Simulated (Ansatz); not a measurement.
## Er under changes of volume

One of the cells (30.953 Å³/atom); the others are scaled copies at fixed shape and fractional positions:

```
Er
1.0
    -1.97794    1.97794    1.97794
     1.97794   -1.97794    1.97794
     1.97794    1.97794   -1.97794
Er
1
Cartesian
  0.0000 0.0000 0.0000
```

This isn't the form of Er at room conditions, which is hcp.

| Quantity | Value |
| --- | --- |
| Program | Ansatz 0.2.0 |
| Functional | PBE |
| Potentials or basis | PseudoDojo 3+ lanthanides |
| Cutoff | 762 eV |
| Density cutoff | 3048 eV |
| k mesh | 9 × 9 × 9 |
| Occupations | gaussian, width 0.05 eV |
| Spin | collinear spin, ferromagnetic start |
| Starting moments | [3.0] μB |

```csv
volume (Å³/atom),energy over the lowest point (meV/atom),pressure (GPa)
29.096,?,?
29.715,4.66,1.4
30.334,0.92,0.6
30.953,0.00,-0.2
31.572,2.28,-1.0
32.191,7.76,-1.8
32.810,16.12,-2.5
```

**Question.** What does the run at 29.096 Å³/atom give?

**Answer.** Energy over the lowest point 11.81 meV/atom; pressure 2.2 GPa.

Worked out: A Birch-Murnaghan fit of order 3 (a polynomial in V^(-2/3)) to the other rows has its minimum at 30.81 Å³/atom with B0 = V·E''(V) = 40 GPa (rough, since the energies scatter). It gives 11.42 meV/atom at 29.096 Å³/atom, against the run's 11.81, and -dE/dV = 2.1 GPa, against 2.2.

Energies are extrapolated to zero smearing.

Caveats: the starting moments weren't kept.
